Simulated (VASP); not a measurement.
As, 2 atoms in the cell. Symmetry: R-3m, No. 166, trigonal system. Conventional cell: a = 3.762 Å, b = 3.762 Å, c = 10.542 Å, α = 90.00°, β = 90.00°, γ = 120.00°. Around As (site symmetry 3m) lie 3 As at 2.51 Å. 

```yaml
Program: VASP 6.6.1
Task: core levels
Functional: PBEsol
Potentials_or_basis: VASP PAW PBE potentials, release 64 (As)
Cutoff: 520 eV
k_mesh: 10 × 10 × 10
Occupations: methfessel-paxton, width 0.1 eV
Spin: no spin polarisation
Further_INCAR_settings: ALGO = Normal; EDIFF = 1e-06
```

Potentials or basis: VASP PAW PBE potentials, release 64 (As).

Launch:

```console
$ cat potpaw_PBE.64/As/POTCAR > POTCAR
$ mpirun -np 1 vasp_std > vasp.out
```

Hardware: 1 thread of Intel(R) Xeon(R) Platinum 8259CL CPU @ 2.50GHz (Skylake/Cascade Lake), with other jobs on the host.

Question: How long does it take, and how much memory?

Answer: Run time: 26 s on 1 thread of Intel(R) Xeon(R) Platinum 8259CL CPU @ 2.50GHz (Skylake/Cascade Lake) (shared host), peak memory 0.19 GiB. Counts: scf iterations 10, k points 116.
